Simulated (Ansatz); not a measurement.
# AlN: the cost of one run

Method: DFT PBEsol, scalar-relativistic, plane waves, PAW, in Ansatz 0.2.0.

2 further runs of the same task are left out: 1 that didn't finish, 1 set aside as unsound or not needed.

## (1) The starting structure

It takes space group P6_3mc (No. 186, hexagonal). The conventional cell has a = 3.114 Å, b = 3.114 Å, c = 4.983 Å, α = 90.00°, β = 90.00°, γ = 120.00°. Al (site symmetry 3m) is surrounded by 4 N at 1.89 to 1.90 Å. Around N (site symmetry 3m) lie 4 Al at 1.89 to 1.90 Å.

Structure file:

```
CELL_PARAMETERS angstrom
3.11369 0.00000 0.00000
-1.55685 2.69654 0.00000
0.00000 0.00000 4.98342
ATOMIC_POSITIONS crystal
Al 0.33333 0.66667 0.00151
Al 0.66667 0.33333 0.50151
N 0.33333 0.66667 0.38349
N 0.66667 0.33333 0.88349
```

It is the result of an earlier relaxation at this level (volume 10.46 Å³/atom; gap on the mesh: 4.10 eV).

## (2) The reference cell

The reference gives a free energy of -1811.9166 eV, pressure 0.02 GPa, largest force 0.000 eV/Å and gap on the mesh 4.10 eV. It was computed beforehand with the settings of the runs below.

## (3) Next: random displacements

All atoms are moved at random with no net shift, in some cells together with a random strain.

## (4) rms move = 0.131 Å

Contents of input.yaml:

```yaml
crystal:
  lattice:
    - [3.1470891143, -0.0309153927, 0.0120973488]
    - [-1.6003180726, 2.7174116214, -0.0119162351]
    - [0.0193616182, -0.0108437228, 4.9262733166]
  atoms:
    - { symbol: Al, position: [0.3266702558, 0.6742001535, -0.0066139691] }
    - { symbol: Al, position: [0.6321904768, 0.3088986974, 0.5293770803] }
    - { symbol: "N", position: [0.3959448125, 0.6920125257, 0.3764427837] }
    - { symbol: "N", position: [0.6451944549, 0.3248886234, 0.8707941052] }
basis:
  ecutwfc: 420
kpoints:
  mp_grid: { grid: [12, 12, 6] }
hamiltonian:
  xc: pbesol
scf:
  occupations: { method: gaussian, width: 0.05 }
output:
  forces: true
  stress: true
  eigenvalues: true
```

Launch:

```
> ansatz run input.yaml --threads 2 --pin off --max-ram 5120MiB --backend cpu --events-out ev --progress --plain --runs-dir out
```

Q: Estimate wall time and peak memory on 2 threads of Intel Xeon at 2.70GHz, shared host.

About 11 s, with a peak of 0.56 GiB.
